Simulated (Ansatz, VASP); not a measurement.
# AlN: VASP beside Ansatz

Contents of INCAR:

```
PREC = Accurate
ENCUT = 520
EDIFF = 1E-6
ISMEAR = -1
SIGMA = 0.01
LREAL = F
LASPH = T
NELM = 60
ALGO = Normal
ISIF = 2
LWAVE = F
LCHARG = T
GGA = CA
LELF = T
LVHAR = T
NBANDS = 11
```

Contents of KPOINTS:

```
Automatic mesh
0
Gamma
  12 12 12
```

The input POSCAR:

```
AlN
1.0
    0.0000000000      1.9910997195      1.9910997195
    1.9910997195      0.0000000000      1.9910997195
    1.9910997195      1.9910997195      0.0000000000
Al N
1 1
Direct
    0.0000000000      0.0000000000      0.0000000000
    0.5000000000      0.5000000000      0.5000000000
```

Input for Ansatz:

```yaml
crystal:
  lattice:
    - [0.0, 1.9910997195, 1.9910997195]
    - [1.9910997195, 0.0, 1.9910997195]
    - [1.9910997195, 1.9910997195, 0.0]
  atoms:
    - { symbol: Al, position: [0.0, 0.0, 0.0] }
    - { symbol: "N", position: [0.5, 0.5, 0.5] }
kpoints:
  mp_grid: { grid: [12, 12, 12] }
  band_path:
    path:
      - [0.0, 0.0, 0.0]
      - [0.5, 0.0, 0.5]
      - [0.625, 0.25, 0.625]
      - [0.375, 0.375, 0.75]
      - [0.0, 0.0, 0.0]
      - [0.5, 0.5, 0.5]
      - [0.5, 0.25, 0.75]
      - [0.5, 0.0, 0.5]
    npoints: 5
scf:
  occupations: { method: fermi_dirac, width: 0.01 }
hamiltonian:
  xc: lda
  pseudopotentials: { kind: all_electron, lapw: { basis_error: 0.0005 } }
output:
  forces: true
  stress: true
  eigenvalues: true
```

Change from the starting cell: volume scaled by 1.02.

Alike in both runs: task single point; functional LDA; k mesh 12 × 12 × 12; occupations fermi-dirac, width 0.01 eV; no spin polarisation.

|  | VASP | Ansatz |
| --- | --- | --- |
| version | VASP 6.6.1 | Ansatz 0.2.0 |
| potentials or method | VASP PAW LDA potentials, release 64 (Al, N) | all-electron LAPW, scalar-relativistic |
| plane-wave cutoff (eV) | 520 | see its input |

```tsv
	VASP	Ansatz	Ansatz less VASP
gap on the k mesh at the Fermi level (eV)	4.91	4.90	-0.006
pressure (GPa)	7.0	6.3	-0.68
```

Ansatz ran all-electron here, so the differences hold the error of VASP's frozen core and of both bases.

A k mesh can miss the band edges.
